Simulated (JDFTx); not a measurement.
# MoS2: density of states with PBE+U

The system is MoS2.

```
CELL_PARAMETERS angstrom
1.58000 0.91221 6.15000
-1.58000 0.91221 6.15000
0.00000 -1.82443 6.15000
ATOMIC_POSITIONS crystal
Mo 0.00000 0.00000 0.00000
S 0.41700 0.41700 0.41700
S 0.25000 0.25000 0.25000
```

Measurements of this composition are mostly on another form, of space group No. 194.

| Property | Result |
| --- | --- |
| Program | JDFTx 1.7.0 (patched build) |
| Task | density of states |
| Functional | PBE |
| Potentials or basis | PseudoDojo-SR-PBE-0.5-standard with smoothed tails |
| Cutoff | 1088 eV |
| Density cutoff | 8708 eV |
| k mesh | 6 × 6 × 6 |
| Occupations | fermi-dirac, width 0.05 eV |
| Spin | no spin polarisation |
| Hubbard terms | Mo d U = 2 eV |
| DOS broadening | 0.003 Ha |
| Local potential set to -Z/r beyond | 6 bohr |
| Density cutoff over wavefunction cutoff | 8 |
| Max SCF steps | 100 |
| SCF threshold on the energy | 1e-08 Ha |
| Solver of the electrons | scf |
| Further solve for the empty bands | yes |
| Hubbard projectors | atomic pseudo-orbitals, not orthogonalised |

| Property | Result |
| --- | --- |
| Pressure | 3.1 GPa |
| Largest force | 0.309 eV/Å |
| Band gap on the k mesh | 0.95 eV, indirect (least direct gap 1.75 eV) |

Forces on the atoms (eV/Å):
```
Mo   0.000  0.000  0.085
S    0.000  0.000  0.224
S    0.000  0.000 -0.309
```

Stress tensor (GPa, compression positive):
```
2.18 0.00 0.00
0.00 2.18 0.00
0.00 0.00 4.87
```

Levels at points of the mesh, in eV from the valence-band top:
```
           k point  band 11  band 12  band 13  band 14  band 15  band 16
(0.00, 0.00, 0.00)    -2.35    -1.23    -1.17     2.08     2.08     2.50
(0.00, 0.00, 0.50)    -2.31    -1.61    -1.51     1.63     2.07     3.55
(0.00, 0.50, 0.50)    -2.87    -1.79    -1.32     1.58     2.19     3.08
(0.50, 0.50, 0.50)    -2.33    -2.33     0.00     2.18     2.18     2.36
```

States per cell in windows of 1 eV (zero at the valence-band top; states under -8 eV left out):
| from (eV) | total | S p | Mo d | S s | Mo p | Mo s |
| --- | --- | --- | --- | --- | --- | --- |
| -8.0 | 0.01 | 0.00 | 0.00 | 0.00 | 0.00 | 0.00 |
| -7.0 | 1.81 | 1.07 | 0.59 | 0.04 | 0.01 | 0.01 |
| -6.0 | 1.55 | 0.98 | 0.47 | 0.05 | 0.01 | 0.00 |
| -5.0 | 3.00 | 1.75 | 0.96 | 0.17 | 0.02 | 0.01 |
| -4.0 | 2.16 | 1.29 | 0.78 | 0.04 | 0.01 | 0.00 |
| -3.0 | 2.76 | 1.93 | 0.70 | 0.07 | 0.02 | 0.00 |
| -2.0 | 2.46 | 1.17 | 1.17 | 0.05 | 0.01 | 0.00 |
| -1.0 | 0.25 | 0.10 | 0.14 | 0.01 | 0.00 | 0.00 |
| 0.0 | 0.01 | 0.00 | 0.01 | 0.00 | 0.00 | 0.00 |
| 1.0 | 2.78 | 0.88 | 1.74 | 0.05 | 0.00 | 0.00 |

It took 3.9 min on 1 thread of AMD EPYC 9R45 96-Core Processor (Zen 5), on a shared host, peak memory 0.43 GiB.

Caveat: the k mesh is coarse; the empty levels aren't tightly converged. A k mesh can miss the band edges.
